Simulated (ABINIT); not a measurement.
Crystal: Ge.

```
CELL_PARAMETERS angstrom
1.39715 -2.60052 0.00000
1.39715 2.60052 0.00000
0.00000 0.00000 2.69823
ATOMIC_POSITIONS crystal
Ge 0.50000 0.50000 0.00000
```

This isn't the form of Ge at room conditions, which is diamond.

Base run:

* Program: ABINIT 10.8.3 (patched build)
* Functional: PBE
* Potentials or basis: JTH PAW PBE v2.0
* Cutoff: 599 eV
* k mesh: 11 × 11 × 10
* Occupations: fermi-dirac, width 0.05 eV
* Spin: no spin polarisation

Its results: band gap on the k mesh none (metal or under the smearing width); pressure -1.0 GPa.

Q: The run is repeated on the same cell with these changes: functional from PBE to PBEsol; potentials or basis from JTH PAW PBE v2.0 to PseudoDojo NC SR PBEsol v0.4.1 standard; cutoff from 599 eV to 1061 eV. What comes out?

A: Band gap on the k mesh none (metal or under the smearing width); pressure -4.0 GPa.
